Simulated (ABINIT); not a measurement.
The system is SrO.

```xyz
4
Lattice="3.5533 0.0000 0.0000 -1.7766 3.0772 0.0000 0.0000 0.0000 6.2173" Properties=species:S:1:pos:R:3 pbc="T T T"
Sr    1.7766    1.0257    4.6630
Sr    0.0000    2.0515    1.5543
O     0.0000    0.0000    3.1087
O     0.0000    0.0000    0.0000
```

Measurements of this composition are mostly on another form, of space group No. 225.

Base run:

```yaml
Program: ABINIT 10.8.3 (patched build)
Functional: r2SCAN
Potentials_or_basis: JTH PAW PBE v2.0
Cutoff: 762 eV
k_mesh: 9 × 9 × 5
Occupations: fermi-dirac, width 0.05 eV
Spin: no spin polarisation
```

Its results: band gap on the k mesh 3.56 eV, indirect (least direct gap 3.66 eV); pressure -0.9 GPa.

Task: The run is repeated on the same cell with these changes: functional from r2SCAN to PBEsol; cutoff from 762 eV to 626 eV; fine-grid cutoff from 1360.57 eV to 1224.51 eV. What comes out?

Result: Band gap on the k mesh 2.93 eV, direct; pressure -2.6 GPa.

Caveats: the PAW data sets were made with another functional, which shifts forces and pressure a little.
